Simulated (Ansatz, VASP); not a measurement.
Ti: VASP beside Ansatz

File INCAR:

```
PREC = Accurate
ENCUT = 520
EDIFF = 1E-7
ISMEAR = 0
SIGMA = 0.15
LREAL = False
LASPH = True
NELM = 60
ALGO = Normal
ISIF = 2
LWAVE = False
LCHARG = False
GGA = PS
NBANDS = 12
```

KPOINTS

```
Automatic mesh
0
Gamma
  28 28 28
```

File POSCAR:

```
Ti
1.0
   -1.6051160629      1.6051160629      1.6051160629
    1.6051160629     -1.6051160629      1.6051160629
    1.6051160629      1.6051160629     -1.6051160629
Ti
1
Direct
    0.0000000000      0.0000000000      0.0000000000
```

Input for Ansatz:

```yaml
crystal:
  lattice:
    - [-1.6051160629, 1.6051160629, 1.6051160629]
    - [1.6051160629, -1.6051160629, 1.6051160629]
    - [1.6051160629, 1.6051160629, -1.6051160629]
  atoms:
    - { symbol: Ti, position: [0.0, 0.0, 0.0] }
basis:
  ecutwfc: 420
kpoints:
  mp_grid: { grid: [28, 28, 28] }
hamiltonian:
  xc: pbesol
scf:
  occupations: { method: gaussian, width: 0.15 }
output:
  forces: true
  stress: true
  eigenvalues: true
  write_density: true
  write_potential: true
  elf: true
  volumetric_format: npy
```

This isn't the form of Ti at room conditions, which is hcp.

Alike in both runs: task single point; functional PBEsol; k mesh 28 × 28 × 28; occupations gaussian, width 0.15 eV; no spin polarisation.

```csv
,VASP,Ansatz
version,VASP 6.6.1,Ansatz 0.2.0
potentials or method,"VASP PAW PBE potentials, release 64 (Ti_sv)","scalar-relativistic, plane waves, PAW"
plane-wave cutoff (eV),520,420
valence electrons in the cell,12,12
```

Ansatz gave:

```
gap on the k mesh at the Fermi level (eV) : none
pressure (GPa)                            : 0.0
```

Problem. Estimate VASP's values.

Solution. gap on the k mesh at the Fermi level (eV): none; pressure (GPa): -0.2.

A gap of «none» marks a metal or a gap that the smearing closes. The functional is the same, so the differences come from potentials, cutoffs and numerics.

Caveats: the PAW data sets were made with another functional, which shifts forces and pressure a little (VASP).
